## Telling metals apart by volume and by energy

In the metals treated here an atom takes up between about 14 and 56 Å³, and a change of packing alters this by only a few per cent. The energy difference between two packings is far more variable, from a few thousandths to a few tenths of an electronvolt an atom. Which of the two identifies the element better? The five rows below belong to rhodium, palladium, silver, indium and tin, in an order that has to be worked out.

Period-5 elements in the bcc and hcp structures, each relaxed to zero pressure with Ansatz 0.2.0 (r2SCAN, plane waves, PAW, scalar-relativistic, no spin polarisation). The cutoff is 600 eV for Tc and 500 eV for the others, and k points times cell edge come to 43 to 53 Å. Energies are extrapolated to zero smearing from a Gaussian width of 0.05 eV. Candidates: Ag, Pd, Sn, Rh, In.

```csv
row,"volume, bcc (Å³/atom)",E(hcp) - E(bcc) (meV/atom),V(hcp)/V(bcc) - 1 (%)
A,15.03,-3,-0.2
B,27.11,-18,-0.5
C,14.10,-322,-2.4
D,26.72,-15,-0.8
E,17.47,-32,-0.7
```

The first number of each row is the volume an atom in the body-centred cubic (bcc) crystal. The other two compare this crystal with a hexagonal close-packed (hcp) one, and a negative energy means that hcp is lower. Most of these crystals are hypothetical: rhodium, palladium and silver, for instance, are face-centred cubic in nature. The energies therefore rank two structures and don't name the stable one.

### The volumes

Between bcc and hcp the volume changes by at most 2.4 % in these rows. It is then reasonable to carry over the volume an atom has in the real metal (for tin the white form, since grey tin is much less dense), and to trust it to about 3 %. Rough recalled values are 14 Å³ for rhodium, 15 for palladium and 17 for silver. They match C, A and E in turn.

The same order follows from bonding. The upper d states of a transition metal are antibonding, so filling them from rhodium to silver weakens the d bonds and the atoms move apart. In indium and tin the d shell is full and lies deep. Bonding is left to the diffuse outer s and p electrons, and the volume jumps by about half.

B and D must therefore be indium and tin, but which is which? Their volumes differ by only 1.5 %, less than a change of packing can cause. The recalled values, 26 Å³ for indium and 27 for tin, favour D as indium, and this is no more than a lean. The energies don't settle it either, since they differ by 3 meV, and the different k-point meshes of the two structures can shift them by as much.

### The energies as a second clue

A simple picture of d bonding gives an independent test. Take the d states as a band of constant density with room for ten electrons. Filling it with N electrons lowers the energy in proportion to N(10 − N): the first factor counts the electrons, and the second says how far, on average, they lie below the middle of the band. Now suppose that the preference for hcp is a fixed share of this bonding energy, with the same band width for each metal.

Technetium, which is not among the five, sets the scale. It has about six d electrons, so that N(10 − N) = 6 × 4 = 24, and its hcp crystal lies 221 meV an atom below bcc in the same calculation. In whole numbers rhodium has eight, which gives 8 × 2 = 16, and the estimate is −221 × 16/24 ≈ −147 meV. Palladium, with nine, comes to −221 × 9/24 ≈ −83 meV, while silver, with a full shell, comes to zero.

The picture names rhodium as the metal with the strongest preference, and C is indeed far ahead of the rest. The next strongest should be palladium, and the next strongest row is E, at −32 meV. The volume forbids this assignment: E takes up 17.5 Å³, about a sixth more than palladium should. Energy and volume contradict each other here, and the volume deserves the trust, because its error is known to be small.

The assignment of A, C and E is thus sure. B and D are sure as a pair and ambiguous in their order.

The rows with their labels:

```csv
element,Z,group,"volume, bcc (Å³/atom)",E(hcp) - E(bcc) (meV/atom),V(hcp)/V(bcc) - 1 (%)
Sr,38,2,55.51,-10,2.9
Tc,43,7,14.39,-221,-1.3
Rh,45,9,14.10,-322,-2.4
Pd,46,10,15.03,-3,-0.2
Ag,47,11,17.47,-32,-0.7
In,49,13,26.72,-15,-0.8
Sn,50,14,27.11,-18,-0.5
```

A is palladium, B tin, C rhodium, D indium and E silver, so the lean was right. The analysis printed after the text compares the recalled volumes with all seven rows and scales the d-bonding estimate on technetium alone.

### Why the energies mislead

The estimate fails in size as well as in order. Rhodium's preference for hcp is more than twice the estimated one, and palladium's nearly vanishes. Replacing the whole-number d counts by those projected from the calculated states doesn't help, for palladium still comes out well ahead of silver. The fault lies in the assumption that the preference is a fixed share of the bonding.

Theory gives the reason. At a given filling the total d bonding depends mainly on the width of the band, but the difference between two structures depends on how the states are distributed within it. In bcc they gather in a lower and an upper group with a deep valley between them, whereas in hcp they are spread differently. At rhodium's filling the bcc crystal has to place many electrons in the upper group, and its d electrons are then expected to lie higher, on average, than those of hcp. When the band is full, the average energy is that of its centre in either structure, and this source of preference is gone. What silver still shows must come from elsewhere, presumably from the outer s and p electrons and their mixing with the d states.

Between these fillings the difference needn't fade smoothly. It can swing through zero before the band is full, and palladium appears to sit near such a point. The calculated density of states at the Fermi level, the energy up to which states are filled, supports this reading. Counted for each atom, it is about a quarter lower in hcp than in bcc rhodium, but much higher in hcp than in bcc palladium. A high density there often goes with a less favourable structure, though this comparison alone can't establish the cause.

For practical work the two quantities have different uses. The volume an atom narrows the choice of element, though it can't surely separate close cases such as indium and tin, and it can be carried from one dense metallic structure to another within a few per cent. A structural energy can't safely be carried even to the next element: from rhodium to palladium the preference for hcp falls from 322 meV an atom to within the numerical noise.

Palladium also leaves the open question. Its −3 meV is too small to say which structure is lower. The calculation also excludes magnetism, which a high density of states at the Fermi level favours, and for each atom this density is highest in hcp palladium of all the crystals here. A gain of a few meV would be enough to break the tie, though r2SCAN tends to overstate magnetism in metals, so a second functional would be needed as a check. Would palladium's near-tie survive if the electrons were free to polarise?

Numerical output:

```
Models beside the rows:
  row  recalled volume A^3  recalled less bcc volume %  d-bonding estimate meV  same with projected d counts meV  hcp c/a
   Sr                   56                      0.8827                       0                                 0    1.647
   Tc                   14                       -2.71                    -221                              -221      1.6
   Rh                   14                     -0.7092                  -147.3                            -136.6    1.606
   Pd                   15                     -0.1996                  -82.88                             -51.3    1.691
   Ag                   17                       -2.69                       0                            -10.22     1.63
   In                   26                      -2.695                       0                            -1.303    1.693
   Sn                   27                     -0.4058                       0                            -0.481    1.714
Largest volume change between bcc and hcp in any row, %: 2.9
Volume of Pd over that of Rh, excess in %: 6.596
Volume of Ag over that of Pd, excess in %: 16.23
Volume of In over that of Ag, excess in %: 52.95
Volume of Sn over that of In, excess in %: 1.46
Rms miss of recalled volumes, Rh and Pd as labelled, %: 0.521
Rms miss with Rh and Pd swapped, %: 6.622
Rms miss of recalled volumes, In and Sn as labelled, %: 1.927
Rms miss with In and Sn swapped, %: 2.989
Hcp preference of Rh over that of Tc, ratio: 1.457
Hcp preference of Rh over that of Ag, ratio: 10.06
Hcp preference of Ag less that of Pd, meV an atom: 29
Hcp preference of Sn less that of In, meV an atom: 3
Density of states at the Fermi level an atom, hcp over bcc, Tc: 0.6178
Density of states at the Fermi level an atom, hcp over bcc, Rh: 0.7362
Density of states at the Fermi level an atom, hcp over bcc, Pd: 1.977
Density of states at the Fermi level an atom, hcp over bcc, Ag: 1.061
```
